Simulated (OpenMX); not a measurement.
Runs of OpenMX 3.8.5 on Cu. It takes space group I4/mmm (No. 139, tetragonal). The conventional cell has a = 2.886 Å, b = 2.886 Å, c = 2.752 Å, α = 90.00°, β = 90.00°, γ = 90.00°. Around Cu (site symmetry 4/mmm) lie 10 Cu at 2.46 to 2.75 Å. This isn't the form of Cu at room conditions, which is fcc.

```tsv
task	potentials or basis	cell	k mesh for the DOS	other keys	gap on the mesh (eV)	pressure (GPa)
density of states	OpenMX 2013 LDA set, Cu6.0S-s3p2d1, grid cutoff 500 Ry	as given	17 × 17 × 17	-	none	-13.6
electrostatic potential	OpenMX 2013 LDA set, Cu6.0S-s3p2d1, grid cutoff 500 Ry	cell strained at random at fixed volume	-	-	none	-13.1
single point	OpenMX 2013 LDA set, Cu6.0S-s2p2d1, grid cutoff 500 Ry	volume scaled by 0.88	-	-	none	(a)
band structure	OpenMX 2013 LDA set, Cu6.0S-s3p2d1, grid cutoff 500 Ry	cell strained at random at fixed volume	-	scf.Mixing.History = 10; scf.Mixing.StartPulay = 3	-	-13.2
```

Alike in all rows: level LDA; no spin polarisation; k mesh 13 × 13 × 13; smearing fermi-dirac 0.05 eV.

Question: Estimate the missing entries.

Answer: (a) 11.9.

Caveats: the transition metal has a single d function, too few for pressures, volumes and moments; the basis of atomic orbitals isn't converged, which shifts pressures, moduli and gaps.

A gap of «none» marks a metal or a gap under the smearing width.

Runs at the PBE level aren't shown here.
